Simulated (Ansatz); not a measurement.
Take a crystal in which N has been replaced by As on all its sites, with the cell rescaled by a rough guess (in some cases also distorted within its space group) and nothing relaxed:

```
CELL_PARAMETERS angstrom
0.00000 2.48533 2.48533
2.48533 0.00000 2.48533
2.48533 2.48533 0.00000
ATOMIC_POSITIONS crystal
Ta 0.50000 0.50000 0.50000
As 0.00000 0.00000 0.00000
```

The calculation used DFT PBEsol, scalar-relativistic, plane waves, PAW in Ansatz 0.2.0.

Settings: cutoff 420 eV, Γ-centred mesh 14×14×14 on the computed 2-atom cell, Gaussian smearing of 0.10 eV; no spin polarisation.

Task: Will this cell want to expand or contract, and how hard?

Result: The pressure is 31.6 GPa (positive in compression), so the cell would expand.

Task: Is it a metal on this mesh?

Result: Yes, a band crosses the Fermi level.

Task: What is its energy against the elements in their standard states?

Result: +0.176 eV/atom at this unrelaxed geometry, with the elements in the same functional.

Spin-orbit coupling is left out, which matters for the bands of heavy elements.